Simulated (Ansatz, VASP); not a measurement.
# ZnS: VASP beside Ansatz

```xyz
2
Lattice="3.0267 0.0000 0.0000 0.0000 3.0267 0.0000 0.0000 0.0000 3.0267" Properties=species:S:1:pos:R:3 pbc="T T T"
Zn    0.0000    0.0000    0.0000
S     1.5134    1.5134    1.5134
```

Alike in both runs: functional PBE; k mesh 15 × 15 × 15; occupations fermi-dirac, width 0.1 eV; no spin polarisation.

Ansatz relaxed the structure, and its values are those at the end. VASP's run is a single point on that final structure, the one shown.

```csv
,VASP,Ansatz
version,VASP 6.6.1,Ansatz 0.2.0
potentials or method,"VASP PAW PBE potentials, release 64 (Zn, S), cutoff 520 eV","all-electron LAPW, scalar-relativistic"
```

|  | VASP | Ansatz | Ansatz less VASP |
| --- | --- | --- | --- |
| pressure (GPa) | 18.1 | 18.0 | -0.14 |

Ansatz ran all-electron here, so the differences hold the error of VASP's frozen core and of both bases.

Caveats: so large a pressure means that the cell lies far from this level's equilibrium, or that cutoff or potentials fall short (VASP).
